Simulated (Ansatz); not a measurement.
Runs of Ansatz 0.2.0 on AlN. Symmetry: F-43m, No. 216, cubic system. Conventional cell: a = 4.368 Å, b = 4.368 Å, c = 4.368 Å, α = 90.00°, β = 90.00°, γ = 90.00°. Al (site symmetry -43m) has 4 N at 1.89 Å as nearest neighbours. Around N (site symmetry -43m) lie 4 Al at 1.89 Å. Measurements of this composition are mostly on another form, of space group No. 186.

```tsv
task	level	potentials or basis	cell	k mesh	cutoff (eV)	smearing	basis error allowed	gap on the mesh (eV)	pressure (GPa)	relaxed volume (Å³/atom)
relaxation of cell and atoms	PBE	all-electron LAPW, scalar-relativistic	relaxed	10 × 10 × 10	-	fermi-dirac 0.05 eV	0.001 eV/atom	3.31	0.0	(b)
Born charges and dielectric tensor	LDA	all-electron PAW datasets made for the crystal	as given	10 × 10 × 10	400	fixed	-	3.24	-	-
band structure	PBEsol	all-electron LAPW, scalar-relativistic	as given	10 × 10 × 10	378	fermi-dirac 0.05 eV	0.001 eV/atom	3.19	(a)	-
band structure	revPBE	all-electron LAPW, scalar-relativistic	as given	10 × 10 × 10	377	fermi-dirac 0.05 eV	0.001 eV/atom	3.35	7.5	-
relaxation of cell and atoms	LDA	all-electron LAPW, scalar-relativistic	relaxed	10 × 10 × 10	-	fermi-dirac 0.05 eV	0.001 eV/atom	3.24	0.0	10.23
relaxation of cell and atoms	revPBE+D3(BJ)	all-electron LAPW, scalar-relativistic	relaxed	10 × 10 × 10	-	fermi-dirac 0.05 eV	0.001 eV/atom	3.35	0.0	10.36
single point	PBE	all-electron LAPW, scalar-relativistic	as given	6 × 6 × 6	316	fermi-dirac 0.02 eV	0.004 eV/atom	3.32	4.8	-
phonons	PBE	all-electron LAPW, scalar-relativistic	as given	7 × 7 × 7	404	fermi-dirac 0.05 eV	0.001 eV/atom	3.62	-	-
```

Alike in all rows: no spin polarisation.

Q: Fill in the values left out.

A: (a) 1.2; (b) 10.67.

Caveats: the program warned that the printed levels may be off, so bands, gaps and densities of states are rough (some runs); an odd mesh through Γ misses points on the zone boundary, where band edges often lie (some runs).

Not every run made on this cell is shown here.
